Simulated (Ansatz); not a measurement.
Runs of Ansatz 0.2.0 on Os. It takes space group P6_3/mmc (No. 194, hexagonal). Conventional cell: a = 2.734 Å, b = 2.734 Å, c = 4.320 Å, α = 90.00°, β = 90.00°, γ = 120.00°. Os (site symmetry -6m2) has 12 Os at 2.68 to 2.73 Å as nearest neighbours. 

| task | level | spin | cell | k mesh | points for each segment of the path | mesh quality | gap on the mesh (eV) | pressure (GPa) | V0 of scaled cells (Å³/atom) | B0 (GPa) |
| --- | --- | --- | --- | --- | --- | --- | --- | --- | --- | --- |
| equation of state | PBEsol | SOC, no magnetisation | as given | 11 × 11 × 6 | - | not flagged | - | - | (b) | 427 |
| band structure | BPBE | off | as given | 11 × 11 × 6 | 14 | not flagged | none | 8.9 | - | - |
| relaxation of cell and atoms | PBE | off | relaxed | 11 × 11 × 6 | - | not flagged | none | 0.0 | - | - |
| single point | PBE | off | as given | 6 × 6 × 4 | - | coarse | none | (a) | - | - |
| equation of state | RPBE+D4 | off | as given | 11 × 11 × 6 | - | not flagged | - | - | 13.96 | 422 |

Alike in all rows: potentials or basis Ansatz PAW; cutoff (eV) 420; smearing fermi-dirac 0.05 eV.

Problem. Estimate the missing entries.

Solution. (a) 9.5; (b) 13.90.

Caveats: some runs use coarse meshes; the cell was scaled at fixed shape and fractional positions, which overstates the stiffness of a crystal with free parameters, most of all of layers and chains (some runs); spin-orbit coupling is left out, which moves the levels of the heavy elements (some runs); the PAW data sets come from PBE, with cores solved anew for the run's functional, which leaves a small shift of forces and pressure (some runs); the plane-wave basis is chosen anew once the cell has moved, so the energies of steps on either side of that aren't comparable (some runs); the potentials were made for another functional, which shifts forces and pressure (some runs).

A k mesh can miss the band edges, and rows without SOC leave out spin-orbit coupling on Os.

A gap of «none» marks a metal or a gap under the smearing width.
